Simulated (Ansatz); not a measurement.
# GaN (Fm-3m): zero-pressure volume and bulk modulus with revPBE + D4

Aim: take the cell of GaN (Fm-3m) to zero pressure with revPBE + D4, then fit an equation of state.

Computed with Ansatz 0.2.0 (DFT revPBE + D4, scalar-relativistic, plane waves, PAW, unless a step's input says otherwise).

2 further runs of the same task are left out: 1 that didn't finish, 1 set aside as unsound or not needed. Runs told in other sessions of the task aren't counted.

## Step 1: Starting point

The structure is cubic, space group Fm-3m (No. 225). The conventional cell has a = 3.985 Å, b = 3.985 Å, c = 3.985 Å, α = 90.00°, β = 90.00°, γ = 90.00°. Ga (site symmetry m-3m) is surrounded by 6 N at 1.99 Å. Around N (site symmetry m-3m) lie 6 Ga at 1.99 Å.

As a file:

```
Ga N
1.0
     0.00000    1.99250    1.99250
     1.99250    0.00000    1.99250
     1.99250    1.99250    0.00000
Ga N
1 1
Cartesian
  1.9925 1.9925 1.9925
  0.0000 0.0000 0.0000
```

An earlier run on this cell at PBE gave 69.11 GPa at 7.910 Å³/atom (10×10×10 mesh), mesh gap 1.83 eV. The cell is compressed at this level.

## Step 2: At the given cell

Input file input.yaml:

```yaml
crystal:
  lattice:
    - [0.0, 1.9925010849, 1.9925010849]
    - [1.9925010849, 0.0, 1.9925010849]
    - [1.9925010849, 1.9925010849, 0.0]
  atoms:
    - { symbol: Ga, position: [0.5, 0.5, 0.5] }
    - { symbol: "N", position: [0.0, 0.0, 0.0] }
basis:
  ecutwfc: 420
  ecutrho_ratio: 4
kpoints:
  mp_grid: { grid: [10, 10, 10] }
hamiltonian:
  xc: revpbe
  dispersion: d4
scf:
  occupations: { method: gaussian, width: 0.05 }
output:
  forces: true
  stress: true
  eigenvalues: true
```

On the command line:

```bash
$ ansatz run input.yaml --threads 4 --pin off --max-ram 8192MiB --backend cpu --events-out ev --progress --plain --runs-dir out
```

Further steps of the session: A step to a new volume; A step to a new volume; A step to a new volume; Volume × 0.98 of the new zero; Volume × 1.02 of the new zero; Volume × 0.96 of the new zero; Volume × 1.04 of the new zero.

Q: Predict the outcome of this session. Wanted: V0; B0; gap on the mesh; dispersion energy.

**Answer**, as computed:

```
         quantity          value
               V0  9.233 Å³/atom
               B0        235 GPa
  gap on the mesh        0.84 eV
dispersion energy  -866 meV/atom
      time in all          4.9 s
```

**Reading.** revPBE + D4 puts the minimum at 9.23 Å³/atom, +16.7 % from the cell given, which stood at 69.1 GPa under PBE, with a bulk modulus of 235 GPa. The PAW datasets were made for PBE.
